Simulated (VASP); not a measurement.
Runs of VASP 6.6.1 on NbH2. The structure is cubic, space group Fm-3m (No. 225). The conventional cell has a = 4.563 Å, b = 4.563 Å, c = 4.563 Å, α = 90.00°, β = 90.00°, γ = 90.00°. Nb (site symmetry m-3m) has 8 H at 1.98 Å as nearest neighbours. Around H (site symmetry -43m) lie 4 Nb at 1.98 Å. 

```tsv
task	cell	k mesh	cutoff (eV)	smearing	mesh quality	gap on the mesh (eV)	pressure (GPa)	relaxed volume (Å³/atom)
relaxation of cell and atoms	relaxed from: cell and atoms relaxed tightly for response	16 × 16 × 16	600	fermi-dirac 0.15 eV	not flagged	none	0.0	7.68
single point	cell and atoms relaxed tightly for response	16 × 16 × 16	520	fermi-dirac 0.15 eV	not flagged	none	(b)	-
single point	Fm-3m, 7.92 Å³/atom	6 × 6 × 6	520	gaussian 0.1 eV	coarse	none	-6.1	-
single point	Fm-3m, 7.68 Å³/atom	16 × 16 × 16	520	gaussian 0.1 eV	not flagged	none	-0.5	-
relaxation of cell and atoms	relaxed	16 × 16 × 16	600	gaussian 0.1 eV	not flagged	none	0.0	(a)
```

Alike in all rows: level PBEsol; potentials or basis VASP PAW PBE potentials, release 64 (Nb_sv, H); no spin polarisation.

Fill in the values left out.

(a) 7.67; (b) -0.4.

Caveats: some runs use coarse meshes; the PAW data sets were made with another functional, which shifts forces and pressure a little.

A k mesh can miss the band edges, and the runs leave out spin-orbit coupling on Nb.

A gap of «none» marks a metal or a gap under the smearing width.
